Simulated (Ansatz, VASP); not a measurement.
## W in VASP and in Ansatz

```
W
1.0
    -1.59178    1.59178    1.59178
     1.59178   -1.59178    1.59178
     1.59178    1.59178   -1.59178
W
1
Cartesian
  0.0000 0.0000 0.0000
```

Alike in both runs: functional PBE; k mesh 18 × 18 × 18; occupations gaussian, width 0.1 eV; no spin polarisation.

Ansatz relaxed the structure, and its values are those at the end. VASP's run is a single point on that final structure, the one shown.

|  | VASP | Ansatz |
| --- | --- | --- |
| version | VASP 6.6.1 | Ansatz 0.2.0 |
| potentials or method | VASP PAW PBE potentials, release 64 (W_sv) | scalar-relativistic, plane waves, PAW |
| plane-wave cutoff (eV) | 520 | 420 |
| valence electrons in the cell | 14 | 14 |

```csv
,VASP,Ansatz,Ansatz less VASP
gap on the k mesh at the Fermi level (eV),none,none,-
pressure (GPa),0.5,0.0,-0.50
```

A gap of «none» marks a metal or a gap that the smearing closes.

The runs have no spin-orbit coupling, so splittings on W are missing.
